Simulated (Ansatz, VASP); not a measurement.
## One calculation of ZnSe, two programs

```
CELL_PARAMETERS angstrom
0.00000 2.83380 2.83380
2.83380 0.00000 2.83380
2.83380 2.83380 0.00000
ATOMIC_POSITIONS crystal
Zn 0.00000 0.00000 0.00000
Se 0.75000 0.75000 0.75000
```

Alike in both runs: task relaxation of cell and atoms; functional PBE; dispersion D3(BJ); k mesh 8 × 8 × 8; occupations gaussian, width 0.02 eV; no spin polarisation.

```csv
,VASP,Ansatz
version,VASP 6.6.1,Ansatz 0.2.0
potentials or method,"VASP PAW PBE potentials, release 64 (Zn, Se)","scalar-relativistic, plane waves, PAW"
plane-wave cutoff (eV),600,420
valence electrons in the cell,18,28
```

VASP gave:

```
gap on the k mesh at the Fermi level, each at its own relaxed structure (eV) : 1.31
relaxed volume (Å³/atom)                                                     : 22.67
relaxed cell length with the largest relative difference (Å)                 : 4.003
```

Q: Which values does Ansatz return?

A: gap on the k mesh at the Fermi level, each at its own relaxed structure (eV): 1.31; relaxed volume (Å³/atom): 22.60; relaxed cell length with the largest relative difference (Å): 3.999.

The two sets of potentials don't hold the same shells in valence.

A hybrid or GW would open this gap; PBE tends to underestimate it.
